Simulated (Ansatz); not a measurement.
Rb: single point with PBE

Crystal: Rb.

```
Rb
1.0
    -2.80250    2.80250    2.80250
     2.80250   -2.80250    2.80250
     2.80250    2.80250   -2.80250
Rb
1
Direct
  0.00000 0.00000 0.00000
```

- Program: Ansatz 0.2.0
- Task: single point
- Functional: PBE
- Potentials or basis: all-electron LAPW, scalar-relativistic
- Cutoff: 52 eV (chosen from the basis error)
- Basis error allowed: 0.001 eV/atom
- k mesh: 7 × 7 × 7
- Occupations: gaussian, width 0.02 eV
- Spin: no spin polarisation

- Pressure: 0.1 GPa
- Band gap on the k mesh: none (metal or under the smearing width)

Levels at points of the mesh, in eV from the Fermi level:
```csv
k point,band 2,band 3,band 4,band 5,band 6,band 7,band 8,band 9
"(0.00, 0.00, 0.00)",-12.88,-12.88,-12.88,-1.97,3.75,3.75,3.75,4.71
```

It took 0.81 s on 1 thread of Arm Neoverse V2, with other jobs on the host, peak memory 0.18 GiB.
